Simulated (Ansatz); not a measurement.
L1₀ (CuAu-type) CoPt

Level of theory: PBE (PAW; Ansatz, an electronic-structure program).

Numerical settings: plane-wave cutoff 500 eV, 20×20×16 k mesh (along the axes of the cell as run), Fermi–Dirac smearing 0.1 eV, spin-polarised with parallel moments, scalar-relativistic PAW data made under PBE.

Cell (relaxed at this level):

```cif
data_CoPt
_chemical_formula_sum 'Co1 Pt1'
_space_group_name_H-M_alt 'P 1'
_space_group_IT_number 1
_cell_length_a 2.69730
_cell_length_b 2.69730
_cell_length_c 3.72118
_cell_angle_alpha 90.000
_cell_angle_beta 90.000
_cell_angle_gamma 90.000
loop_
_space_group_symop_operation_xyz
  'x, y, z'
loop_
_atom_site_label
_atom_site_type_symbol
_atom_site_fract_x
_atom_site_fract_y
_atom_site_fract_z
_atom_site_occupancy
Co1 Co 0.00000 0.00000 0.00000 1
Pt1 Pt 0.50000 0.50000 0.50000 1
```

```json
{
 "magnetic moment (largest site, within a sphere)": "1.94 μB"
}
```

Moments are spin moments.

Spin–orbit coupling is not included.

Static lattice: no zero-point or thermal effects.

Computing time: very roughly 4 core-minutes.
